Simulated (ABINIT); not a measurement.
# FeO (Wuestite) (Fm-3m) in ABINIT: notebook, part 2 of 2

ABINIT 10.8.3 (patched build). Earlier steps stand in the parts before.

**3. Phonons, PBE, collinear spin, ferromagnetic start (cell relaxed at zero pressure by an earlier run)**

File run.abi:

```
# Datasets
ndtset 2

# Pseudopotentials
pp_dirpath "./"
pseudos "Fe.upf, O.upf"

# Structure
acell 5.7513806357 5.7513806357 5.7513806357
rprim
     0.0000000000     0.7071067812     0.7071067812
     0.7071067812     0.0000000000     0.7071067812
     0.7071067812     0.7071067812     0.0000000000
ntypat 2
znucl 26 8
natom 2
typat 1 2
chkprim 0
chksymtnons 0
tolsym 1.0e-6
xred
            0.0            0.0            0.0
            1/2            1/2            1/2

# Plane-wave basis
ecut 1251.723767 eV
ecutsm 0.5

# k points
ngkpt 6 6 6
nshiftk 4
shiftk
     0.5000000000     0.5000000000     0.5000000000
     0.5000000000     0.0000000000     0.0000000000
     0.0000000000     0.5000000000     0.0000000000
     0.0000000000     0.0000000000     0.5000000000

# Exchange and correlation
ixc 11

# Bands and occupations
nband 20
occopt 3
tsmear 0.05 eV

# Spin
nsppol 2
spinat
     0.0000000000     0.0000000000     3.0000000000
     0.0000000000     0.0000000000     0.0000000000

# SCF cycle
nstep 80

# Output
prteig 0
prtebands 0
prtwf 0
prtden 0
prtpot 0

# Dataset 1: ground state
kptopt1 1
tolvrs1 1.0e-15
prtwf1 1
tolwfr1 1.0e-14
nbdbuf1 4
nline1 6

# Dataset 2: response at q = 0 to atomic displacements
rfphon2 1
rfatpol2 1 2
rfdir2 1 1 1
getwfk2 1
kptopt2 2
nqpt2 1
qpt2 0.0 0.0 0.0
tolvrs2 1.0e-8
```

File mrgddb.in:

```
merged_DDB
FeO
2
runo_DS1_DDB
runo_DS2_DDB
```

File anaddb.abi:

```
ddb_filepath "merged_DDB"
output_file "anaddb.abo"
outdata_prefix "ana"
asr 1
chneut 0
dipdip 0
dieflag 0
enunit 0
eivec 1
nph1l 1
qph1l 0.0 0.0 0.0 1.0
```

Potentials or basis: PseudoDojo NC SR PBE v0.4.1 standard.

Run with:

```console
$ abinit run.abi > log 2>&1
$ mrgddb < mrgddb.in > mrgddb.log 2>&1
$ anaddb anaddb.abi > anaddb.log 2>&1
```

run.abo:

```text
.Version 10.8.3 of ABINIT
 DATASET    1 : space group Fm -3 m (#225); Bravais cF (face-center cubic)
================================================================================
 Values of the parameters that define the memory need for DATASET  1.
     intxc =       0    ionmov =       0      iscf =       7    lmnmax =       6
     lnmax =       6     mgfft =      36  mpssoang =       3    mqgrid =    3001
     natom =       2  nloc_mem =       1    nspden =       2   nspinor =       1
    nsppol =       2      nsym =      48    n1xccc =    2501    ntypat =       2
    occopt =       3   xclevel =       2
       mpw =        2017          nfft =       46656          nkpt =          28
================================================================================
================================================================================

 DATASET    2 : space group Fm -3 m (#225); Bravais cF (face-center cubic)
================================================================================
 Values of the parameters that define the memory need for DATASET  2 (RF).
     intxc =       0      iscf =       7    lmnmax =       6     lnmax =       6
     mgfft =      36  mpssoang =       3    mqgrid =    3001     natom =       2
  nloc_mem =       1    nspden =       2   nspinor =       1    nsppol =       2
      nsym =      48    n1xccc =    2501    ntypat =       2    occopt =       3
   xclevel =       2
      nfft =       46656          nkpt =         432
================================================================================
================================================================================

[... 664 lines left out ...]
   3    2   3    1        -0.0325662193         0.0000000000
   3    2   3    2         0.0325662193         0.0000000000

  Phonon wavevector (reduced coordinates) :  0.00000  0.00000  0.00000
 Phonon energies in Hartree :
   0.000000E+00  0.000000E+00  0.000000E+00  1.198547E-03  1.198547E-03
   1.198547E-03
 Phonon frequencies in cm-1    :
   0.000000E+00  0.000000E+00  0.000000E+00  2.630506E+02  2.630506E+02
   2.630506E+02

== END DATASET(S) ==============================================================
================================================================================

 -outvars: echo values of variables after computation  --------
            acell      5.7513806357E+00  5.7513806357E+00  5.7513806357E+00 Bohr
           etotal1    -1.4186485367E+02
           etotal2     1.0817868366E+00
            fcart1    -0.0000000000E+00 -0.0000000000E+00 -0.0000000000E+00
                      -0.0000000000E+00 -0.0000000000E+00 -0.0000000000E+00
            fcart2     0.0000000000E+00  0.0000000000E+00  0.0000000000E+00
                       0.0000000000E+00  0.0000000000E+00  0.0000000000E+00
            rprim      0.0000000000E+00  7.0710678120E-01  7.0710678120E-01
                       7.0710678120E-01  0.0000000000E+00  7.0710678120E-01
                       7.0710678120E-01  7.0710678120E-01  0.0000000000E+00
           strten1     6.0236116015E-06  6.0236116015E-06  6.0236116016E-06
                       0.0000000000E+00  0.0000000000E+00  0.0000000000E+00
           strten2     0.0000000000E+00  0.0000000000E+00  0.0000000000E+00
                       0.0000000000E+00  0.0000000000E+00  0.0000000000E+00
           xangst      0.0000000000E+00  0.0000000000E+00  0.0000000000E+00
                       2.1520791786E+00  2.1520791786E+00  2.1520791786E+00
             xred      0.0000000000E+00  0.0000000000E+00  0.0000000000E+00
                       5.0000000000E-01  5.0000000000E-01  5.0000000000E-01
 Calculation completed.
```

anaddb.abo:

```text
.Version 10.8.3 of ANADDB
================================================================================

 -outvars_anaddb: echo values of input variables ----------------------
[... 89 lines left out ...]
 Symmetry characters of vibration mode #   4
       degenerate with vibration modes #   5 to    6
  3.0 -3.0 -1.0  1.0 -1.0  1.0 -1.0  1.0  1.0 -1.0 -1.0  1.0  1.0 -1.0 -1.0  1.0
  0.0 -0.0 -0.0  0.0 -0.0  0.0 -0.0  0.0  1.0 -1.0 -1.0  1.0 -1.0  1.0  1.0 -1.0
  0.0 -0.0  0.0 -0.0 -0.0  0.0 -0.0  0.0  1.0 -1.0  1.0 -1.0 -1.0  1.0 -1.0  1.0

================================================================================

 anaddb : the run completed successfully.
```

It took 19 min on 1 thread of Intel Xeon Platinum 8259CL at 2.50GHz (Skylake/Cascade Lake), shared host; peak memory 0.6 GiB.

What came out:

* Free energy: -3860.3393 eV
* Pressure: -0.2 GPa
* Net moment: 4.00 μB per cell
* Site moments: Fe +3.56; O +0.33 μB
* Highest phonon frequency at Γ, LO-TO splitting left out: 263 cm⁻¹

Phonon frequencies in cm⁻¹ (negative: imaginary):
| q point | frequencies |
| --- | --- |
| (0.000, 0.000, 0.000) | 0 0 0 263 263 263 |

Caveat: the mesh is coarse for a metal's response; a cell with one magnetic atom can't hold antiferromagnetic order, which such compounds often take.
